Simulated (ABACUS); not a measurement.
The system is Ce.

```
Ce
1.0
     0.00000    2.58060    2.58060
     2.58060    0.00000    2.58060
     2.58060    2.58060    0.00000
Ce
1
Direct
  0.00000 0.00000 0.00000
```

```yaml
Program: ABACUS 3.10.1
Task: single point
Functional: PBE
Potentials_or_basis: PseudoDojo NC SR 0.4.1 PBE standard, lanthanides 3+ (f in core)
Cutoff: 1361 eV
Density_cutoff: 5442 eV
Basis: DZP LCAO (the cutoffs set its grid)
k_mesh: 9 × 9 × 9
Occupations: fermi-dirac, width 0.05 eV
Spin: collinear spin, ferromagnetic start
Starting_moments: "[1.0] μB"
```

On this cell: net moment 0.00 μB per cell; band gap on the k mesh none (metal or under the smearing width).

The same run follows on a disturbed copy (cell strained at random at fixed volume):

```xyz
1
Lattice="0.0078 2.5677 2.6095 2.5391 0.0109 2.6065 2.5684 2.5940 -0.0185" Properties=species:S:1:pos:R:3 pbc="T T T"
Ce   -0.0194   -0.0320   -0.0127
```

Task: What does the disturbed cell give?

Result: The energy (extrapolated to zero smearing) moves by +1.3 meV/atom; net moment 0.00 μB per cell; band gap on the k mesh none (metal or under the smearing width).

Caveats: the atomic orbitals were generated for these runs and aren't a published set; the magnetic or orbital state may not be the lowest; all typed moments are zero, and the program then starts from 1 μB on every atom; spin-orbit coupling is left out, which moves the levels of the heavy elements; the 4f electrons are frozen in the core as for a trivalent ion, so they carry no moment and show no levels; the basis of atomic orbitals isn't converged, which shifts pressures, moduli and gaps.
